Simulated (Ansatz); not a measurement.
Crystal: GaAs.

```
As Ga
1.0
     0.00000    2.82685    2.82685
     2.82685    0.00000    2.82685
     2.82685    2.82685    0.00000
As Ga
1 1
Cartesian
  4.2403 4.2403 4.2403
  0.0000 0.0000 0.0000
```

Base run:

| Quantity | Value |
| --- | --- |
| Program | Ansatz 0.2.0 |
| Functional | r2SCAN |
| Potentials or basis | Ansatz PAW |
| Cutoff | 500 eV (not typed: the program's choice for these potentials) |
| k mesh | 6 × 6 × 6 |
| Occupations | fermi-dirac, width 0.05 eV |
| Spin | no spin polarisation |

Its results: band gap on the k mesh 1.01 eV, direct; pressure 0.5 GPa.

Q: The run is repeated on the same cell with these changes: spin from no spin polarisation to spin-orbit coupling, no magnetisation; potential files from those of the base run to others of the same set. What comes out?

A: Band gap on the k mesh 0.91 eV, direct; pressure 0.5 GPa.

Spin-orbit coupling splits the band edges, which narrows the gap.

Caveats: the PAW data sets come from PBE, with cores solved anew for the run's functional, which leaves a small shift of forces and pressure.
